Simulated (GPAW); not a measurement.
# Si (Fd-3m) in GPAW: a series of runs, part 2 of 2

GPAW 26.7.0. Earlier steps stand in the parts before.

**6. Relaxation of the atoms, PBE (strain = 0.01)**

The input, run.py:

```python
from ase.io import read, write
from ase.optimize import BFGS
from gpaw import GPAW, PW

atoms = read('Si.xyz')

calc = GPAW(mode=PW(600),
            xc='PBE',
            kpts={'size': (8, 8, 8), 'gamma': True},
            occupations={'name': 'fermi-dirac', 'width': 0.05},
            nbands=11,
            convergence={'density': 1e-05, 'forces': 0.0001},
            maxiter=150,
            txt='gpaw.txt')
atoms.calc = calc
opt = BFGS(atoms, trajectory='relax.traj', logfile='-')
done = opt.run(fmax=0.02, steps=60)
calc.write('gs.gpw')
write('result.traj', atoms)
print('Converged:', done)
print('Cell:', atoms.cell.cellpar().round(4))
print('Volume:', round(atoms.get_volume(), 4))
print(atoms.get_scaled_positions().round(5))
```

The input, Si.xyz:

```xyz
2
Lattice="0.0000000000 2.7218511865 2.7218511865 2.7490696984 0.0000000000 2.7218511865 2.7490696984 2.7218511865 0.0000000000" Properties=species:S:1:pos:R:3 pbc="T T T"
Si     2.7490696984      2.7218511865      2.7218511865
Si     4.1236045476      4.0827767798      4.0827767798
```

Potentials or basis: GPAW PAW data sets (gpaw-data 1.2.1), pw.

On the command line:

```sh
> OMP_NUM_THREADS=1 python run.py
```

gpaw.txt:

```text
__  _  _
 | _ |_)|_||  |
 |__||  | ||/\| - 26.7.0

Input parameters:
  mode=PW(ecut=600.0),
  convergence={'density': 1e-05, 'forces': 0.0001},
  kpts=MonkhorstPack(size=(8, 8, 8), gamma=True),
  maxiter=150,
  nbands=11,
  occupations=Occupations(name='fermi-dirac', width=0.05),
  xc=XC(name='PBE')

Diagonalizing LCAO Hamiltonian
Converting LCAO to pw mode

           Si

       Si

Atoms  # Å, Bohr magnetons
|   | symbol |        x |        y |        z |    initial magnetic moments |
|---|--------|----------|----------|----------|-----------------------------|
| 0 |     Si | 2.749070 | 2.721851 | 2.721851 | ( 0.0000,  0.0000,  0.0000) |
| 1 |     Si | 4.123605 | 4.082777 | 4.082777 | ( 0.0000,  0.0000,  0.0000) |

Unit cell  # Å
| periodic |        x |        y |        z |  lengths |    angles |
|----------|----------|----------|----------|----------|-----------|
|      yes | 0.000000 | 2.721851 | 2.721851 | 3.849279 | 59.670307 |
|      yes | 2.749070 | 0.000000 | 2.721851 | 3.868573 | 60.164846 |
|      yes | 2.749070 | 2.721851 | 0.000000 | 3.868573 | 60.164846 |

Number of symmetries: 8
Symmetry operations  # r_c * U_cc + t_c -> r_c
|   | kind |            matrix            |
|---|------|------------------------------|
| 0 |  E   |  1, 0, 0,  0, 1, 0,  0, 0, 1 |
| 1 |  σ   |  1, 0, 0,  0, 0, 1,  0, 1, 0 |
| 2 |  C2  |  0, 1,-1,  1, 0,-1,  0, 0,-1 |
| 3 |  S4  |  0, 1,-1,  0, 0,-1,  1, 0,-1 |
| 4 |  S4  |  0,-1, 1,  1,-1, 0,  0,-1, 0 |
| 5 |  C2  |  0,-1, 1,  0,-1, 0,  1,-1, 0 |
| 6 |  σ   | -1, 0, 0, -1, 1, 0, -1, 0, 1 |
| 7 |  C2  | -1, 0, 0, -1, 0, 1, -1, 1, 0 |

BZ-sampling:
  Number of BZ points: 512
  Number of IBZ points: 59

  Monkhorst-Pack size: [8, 8, 8]
  Monkhorst-Pack shift: [0.0625, 0.0625, 0.0625]

K-points  # in reciprocal-cell coordinates
|     |                                coordinates |     weight |
|-----|--------------------------------------------|------------|
|   0 | (  0.00000000,   0.00000000,   0.00000000) | 0.00195312 |
|   1 | (  0.00000000,   0.12500000,   0.12500000) | 0.00390625 |
|   2 | (  0.00000000,   0.25000000,   0.25000000) | 0.00390625 |
|   3 | (  0.00000000,   0.37500000,   0.37500000) | 0.00390625 |
|   4 | (  0.00000000,   0.50000000,   0.50000000) | 0.00195312 |
|   5 | (  0.12500000,   0.12500000,   0.00000000) | 0.00781250 |
|   6 | (  0.12500000,   0.12500000,   0.12500000) | 0.01562500 |
|   7 | (  0.12500000,   0.25000000,   0.12500000) | 0.01562500 |
|   8 | (  0.12500000,   0.25000000,   0.25000000) | 0.01562500 |
|   9 | (  0.12500000,   0.37500000,   0.25000000) | 0.01562500 |
| ... |                                            |            |
|  58 | (  0.50000000,   0.50000000,   0.50000000) | 0.00781250 |

Plane wave coefficients: 1379
Cutoff: 600.0 eV

Spin-components: 1 (collinear spins)
Bands:           11
Projectors:      10
Spin-degeneracy: 2
Datatype:        complex128

Parallelization:
  kpt:    1
  domain: 1
  band:   1

Density:
  Valence electrons: 8.0
  Components: 1
  Grid points: [24 24 24]
  Charge: 0.0  # |e|

Potential:
  Grid points: [24 24 24]

species:
  Si:
    name:    Silicon
    Z:       14.0
    valence: 4
    core:    10
    charge:  0.0  # [|e|]
    compensation charges:
      type: gauss
      rc: 0.33  # [Å]
      lmax: 2
    cutoffs:
      filter: 1.86  # [Å]
      core: 2.06  # [Å]
    projectors
    | kind |    occ | energy [eV] | rcut [Å] |
    |------|--------|-------------|----------|
    |   3s |  2.000 |     -10.812 |    1.058 |
    |   3p |  2.000 |      -4.081 |    1.058 |
    |    s |        |      16.399 |    1.058 |
    |    p |        |      23.130 |    1.058 |
    |    d |        |       0.000 |    1.058 |

    Using partial waves for Si as LCAO basis

Reference energy: -15772.688500  # eV

eigensolver:
  PPCG
  Converge bands: occupied
  niter=2

density mixing:
  MSR1-Mixer
  Pratt-step length: 0.05
  Maximum mixing coefficient: 0.75
  Old densities: 10
  SVD Regularization: 0.005
  Good broyden scale: 1.0
  Trust region scale: 1.0
  Backstep threshold: 4.0
  History deletion threshold: 6.0
  Fourier metric: weight=20.0, sigma=0.015

occupation numbers:
  Fermi-Dirac:
    width: 0.0500  # eV

poisson solver:
  ecut: 4800.0  # eV

xc functional:
  name: PBE with 2 nearest neighbor stencil

convergence criteria:
- Maximum integral of absolute [dens]ity change: 1e-05 electrons / valence electron
- Maximum change in the atomic [forces] across last 2 cycles: 0.0001 eV/Ang OR
Maximum error relative to the maximum force is below inf
- Maximum [total energy] change in last 3 cyles: 0.0005 eV / valence electron
- Maximum integral of absolute [eigenst]ate change: 4e-08 eV^2 / valence electron
maximum number of iterations: 150

SCF iterations
|iter     | |      energy | eigst |  dens |force |
|---------|-|-------------|-------|-------|------|
|iter:   1| |  -10.883654 | -0.08 |       |      |
|iter:   2| |  -10.875161 | -2.52 | -0.81 |      |
|iter:   3| |  -10.794766 | -2.27 | -0.84 |      |
|iter:   4| |  -10.794443 | -3.19 | -1.45 |      |
|iter:   5| |  -10.794568c| -5.07 | -2.35 |      |
|iter:   6| |  -10.794575c| -6.63 | -3.26 |      |
|iter:   7| |  -10.794577c| -7.55c| -3.69 |      |
|iter:   8| |  -10.794577c| -8.26c| -4.86 |      |
|iter:   9| |  -10.794577c| -8.77c| -5.31c|      |
|iter:  10| |  -10.794577c| -9.92c| -6.31c|-16.47c|

Converged in 10 steps
Energy contributions relative to reference atoms: (reference = -15772.688500)

Energy contributions:
  Kinetic:          13.911299
  Coulomb:         -12.349890
  Zero:             -0.023644
  External:          0.000000
  Xc:              -12.332329
  Entropy:          -0.000027
  Spinorbit:         0.000000
  ----------------------------
  Free energy:     -10.794590
  Extrapolated:    -10.794577

dipole moment: (3.556181, 3.520971, 3.520971)  # |e|*Ang

Fermi level: 5.449
Eigenvalues  # (at kpt = [0.000, 0.000, 0.000])
| band index |      eig [eV] | occ [0-2] |
|------------|---------------|-----------|
|          0 |        -6.698 |     2.000 |
|          1 |         5.104 |     1.998 |
|          2 |         5.174 |     1.992 |
|          3 |         5.174 |     1.992 |
|          4 |         7.690 |     0.000 |
|          5 |         7.690 |     0.000 |
|          6 |         7.727 |     0.000 |
|          7 |         8.314 |     0.000 |
|          8 |        12.769 |     0.000 |
|          9 |        12.949 |     0.000 |
|         10 |        13.066 |     0.000 |

Gap: 0.588 eV
Transition (v -> c):
  (s=0, k=0, n=3, [0.00, 0.00, 0.00]) -> (s=0, k=35, n=4, [0.38, 0.38, 0.00])
Direct/indirect transitions are different
Direct gap: 2.516 eV
Transition at: (s=0, k=0, n=3, [0.00, 0.00, 0.00])

Forces  # eV/Ang
|       x |        y |        z |
|---------|----------|----------|
| 0.00000 |  0.00000 |  0.00000 |  # Si   0
| 0.00000 | -0.00000 | -0.00000 |  # Si   1

# Writing to gs.gpw (mode='')
```

stdout:

```text
Step          Energy          fmax
BFGS:    0      -10.794590        0.000000
Converged: True
Cell: [ 3.8493  3.8686  3.8686 59.6703 60.1648 60.1648]
Volume: 40.7328
[[0.5  0.5  0.5 ]
 [0.75 0.75 0.75]]
```

It took 19 s on 1 thread of Arm Neoverse V1, shared host; peak memory 0.16 GiB.

Results:

| Property | Result |
| --- | --- |
| Free energy | -10.7946 eV |
| Band gap on the k mesh | 0.59 eV, indirect (least direct gap 2.52 eV) |

Final structure:
```xyz
2
Lattice="0.0000 2.7219 2.7219 2.7491 0.0000 2.7219 2.7491 2.7219 0.0000" Properties=species:S:1:pos:R:3 pbc="T T T"
Si    2.7491    2.7219    2.7219
Si    4.1236    4.0828    4.0828
```

Caveat: the density grid can change from cell to cell, which puts small steps into energies and stress; the relaxation stopped at its first step, so nothing moved; later steps reuse the first step's grids. A k mesh can miss the band edges.
